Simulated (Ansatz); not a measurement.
HCN on a (001) slab of Os (P6_3/mmc (No. 194)), 4 planes, outer planes Os (top) and Os (bottom), 1 a cell of 25.9 Å², relaxed and still whole (its atoms last):

```
CELL_PARAMETERS angstrom
5.46992 0.00000 0.00000
-2.73496 4.73709 0.00000
0.00000 0.00000 26.68685
ATOMIC_POSITIONS crystal
Os 0.33333 0.16667 0.29977
Os 0.33333 0.66667 0.29977
Os 0.83333 0.16667 0.29977
Os 0.83333 0.66667 0.29977
Os 0.16667 0.33333 0.38084
Os 0.16667 0.83333 0.38084
Os 0.66667 0.33333 0.38084
Os 0.66667 0.83333 0.38084
Os 0.33327 0.16622 0.46240
Os 0.33311 0.66685 0.46261
Os 0.83265 0.16629 0.46252
Os 0.83296 0.66638 0.46218
Os 0.16647 0.33330 0.54129
Os 0.16592 0.83284 0.54109
Os 0.66678 0.33381 0.54116
Os 0.66608 0.83261 0.54111
C 0.16159 0.44784 0.66581
N 0.16226 0.23623 0.66688
H 0.16100 0.64482 0.66565
```

Theory: DFT PBE+D3(BJ), scalar-relativistic, plane waves, PAW in Ansatz. Plane waves to 420 eV, a k mesh through Γ of 4×4×1 on the computed 19-atom cell and Gaussian smearing (0.10 eV); no spin polarisation. A dipole correction removes the field between periodic images along c.

It binds with 0.34 eV a molecule against the clean slab and the free molecule (no zero-point or thermal terms); its shortest contact is C–Os 3.38 Å. Take first-order desorption with no barrier to adsorption, no reaction on the face and an assumed prefactor of 10^13 s⁻¹.

(1) How long does a molecule stay at 573 K?

(2) Where does its peak lie in a desorption experiment heated at 5 K/s?

(3) Is this physisorption or chemisorption?

## Answers

(1) τ = ν⁻¹·exp(E/k_BT) with k_BT = 0.0494 eV: E/k_BT = 6.9, so τ ≈ 1×10^-10 s. At about one hit a site a second (10⁻⁶ mbar) the coverage is near τ × 1 s⁻¹, so a layer needs more than atmospheric pressure.

(2) The peak obeys E/(k_B·T_p²) = (ν/β)·exp(−E/k_BT_p). Solving gives T_p ≈ 132 K (E/k_BT_p = 29.8). An error of 0.1 eV in E moves it by about 39 K, and larger molecules have larger prefactors, which lowers it.

(3) The tightest contact, C–Os 3.38 Å, is 1.54 times the sum of covalent radii, and deformation and lateral interaction add up to -0.14 eV; about 0.02 e cross the plane between them. This is physisorption.